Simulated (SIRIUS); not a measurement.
Runs of SIRIUS 7.10.0 on Rh. It takes space group Fm-3m (No. 225, cubic). Conventional cell: a = 3.796 Å, b = 3.796 Å, c = 3.796 Å, α = 90.00°, β = 90.00°, γ = 90.00°. Rh (site symmetry m-3m) has 12 Rh at 2.68 Å as nearest neighbours. 

```tsv
level	potentials or basis	U	cell	form of the Hubbard term	hubbard projectors	start of the occupations	gap on the mesh (eV)	pressure (GPa)
LDA+U	PseudoDojo 0.4.1 PBE standard (scalar relativistic)	Rh d U = 2 eV	as given	simplified (Dudarev)	orthogonalised atomic orbitals	the program's own	none	-9.6
AM05	PseudoDojo 0.4.1 PBE standard (scalar relativistic)	-	as given	-	-	-	none	-5.0
LDA	PseudoDojo 0.4.1 PBE standard (scalar relativistic)	-	as given	-	-	-	none	(c)
LDA+U	PseudoDojo 0.4.1 PBE standard (scalar relativistic)	Rh d U = 8 eV	as given	simplified (Dudarev)	orthogonalised atomic orbitals	the program's own	none	-7.7
PW91	PseudoDojo 0.4.1 PBE standard (scalar relativistic)	-	as given	-	-	-	none	(b)
PBEsol	PseudoDojo 0.4.1 PBE standard (scalar relativistic)	-	as given	-	-	-	none	(a)
revPBE	PseudoDojo 0.4.1 PBE standard (scalar relativistic)	-	as given	-	-	-	none	10.9
PBE	PseudoDojo 0.4.1 PBE standard (scalar relativistic)	-	as given	-	-	-	none	7.6
LDA+U	PseudoDojo 0.4.1 PBE standard (scalar relativistic)	Rh d U = 6 eV	as given	simplified (Dudarev)	orthogonalised atomic orbitals	the program's own	none	-8.6
PBEsol	PseudoDojo 0.4.1 PBEsol standard (scalar relativistic)	-	cell strained at random at fixed volume	-	-	-	none	-2.1
RPBE	PseudoDojo 0.4.1 PBE standard (scalar relativistic)	-	as given	-	-	-	none	12.2
```

Alike in all rows: task single point; no spin polarisation; k mesh 12 × 12 × 12; cutoff (eV) 1202; smearing fermi-dirac 0.05 eV.

Task: Estimate the missing entries.

Result: (a) -3.3; (b) 8.1; (c) -9.2.

Caveats: the potentials were made for another functional, which shifts forces and pressure (some runs); U without spin polarisation on a metal has little footing (some runs); the U is typed as a test and isn't derived for this compound (some runs).

A k mesh can miss the band edges, and the runs leave out spin-orbit coupling on Rh.

A gap of «none» marks a metal or a gap under the smearing width.
